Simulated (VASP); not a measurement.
Runs of VASP 6.6.1 on Nb. The structure is cubic, space group Fm-3m (No. 225). The conventional cell has a = 4.168 Å, b = 4.168 Å, c = 4.168 Å, α = 90.00°, β = 90.00°, γ = 90.00°. Around Nb (site symmetry m-3m) lie 12 Nb at 2.95 Å. This isn't the form of Nb at room conditions, which is bcc.

| level | k mesh | cutoff (eV) | smearing | gap on the mesh (eV) | pressure (GPa) |
| --- | --- | --- | --- | --- | --- |
| PBEsol | 18 × 18 × 18 | 900 | gaussian 0.1 eV | none | 0.0 |
| PBEsol | 18 × 18 × 18 | 520 | gaussian 0.5 eV | none | (a) |
| PBEsol | 26 × 26 × 26 | 520 | gaussian 0.1 eV | none | 0.0 |
| r2SCAN | 18 × 18 × 18 | 520 | gaussian 0.1 eV | none | 5.5 |
| PBEsol | 18 × 18 × 18 | 700 | gaussian 0.1 eV | none | 0.0 |

Alike in all rows: task single point; potentials or basis VASP PAW PBE potentials, release 64 (Nb_sv); no spin polarisation; cell as given.

Problem. Estimate the missing entries.

Solution. (a) 0.5.

Caveats: the PAW data sets were made with another functional, which shifts forces and pressure a little.

A k mesh can miss the band edges, and the runs leave out spin-orbit coupling on Nb.

A gap of «none» marks a metal or a gap under the smearing width.
